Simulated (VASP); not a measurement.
Runs of VASP 6.6.1 on GaP. The structure is cubic, space group F-43m (No. 216). The conventional cell has a = 5.451 Å, b = 5.451 Å, c = 5.451 Å, α = 90.00°, β = 90.00°, γ = 90.00°. Ga (site symmetry -43m) has 4 P at 2.36 Å as nearest neighbours. P (site symmetry -43m) has 4 Ga at 2.36 Å as nearest neighbours. 

```tsv
task	level	spin	cell	k mesh	cutoff (eV)	grid for exact exchange (PRECFOCK)	exchange at q = 0	mesh quality	gap on the mesh (eV)	pressure (GPa)	relaxed volume (Å³/atom)
relaxation of cell and atoms	RPBE	off	relaxed	8 × 8 × 8	600	-	-	not flagged	1.50	0.0	(a)
band structure	RPBE	off	as given	8 × 8 × 8	520	-	-	not flagged	1.73	-	-
band structure	PW91	off	as given	8 × 8 × 8	520	-	-	not flagged	(b)	2.4	-
band structure	revPBE	off	as given	8 × 8 × 8	520	-	-	not flagged	1.70	-	-
relaxation of cell and atoms	revPBE	off	relaxed	8 × 8 × 8	600	-	-	not flagged	1.53	0.0	21.25
band structure	SCAN0	off	as given	4 × 4 × 4	520	Fast	default	coarse	3.16	-0.7	-
relaxation of cell and atoms	BLYP	off	relaxed	8 × 8 × 8	600	-	-	not flagged	1.05	0.0	21.96
```

Alike in all rows: potentials or basis VASP PAW PBE potentials, release 64 (Ga_d, P); smearing fermi-dirac 0.05 eV.

Q: Estimate the missing entries.

A: (a) 21.41; (b) 1.64.

Caveats: some runs use coarse meshes; the PAW data sets were made with another functional, which shifts forces and pressure a little; an unscreened hybrid on a path of extra k points without a Coulomb cutoff has errors near the mesh points, so the bands along the path aren't reliable (some runs).

A k mesh can miss the band edges, and the runs leave out spin-orbit coupling on Ga.

Runs at the PBE level aren't shown here.
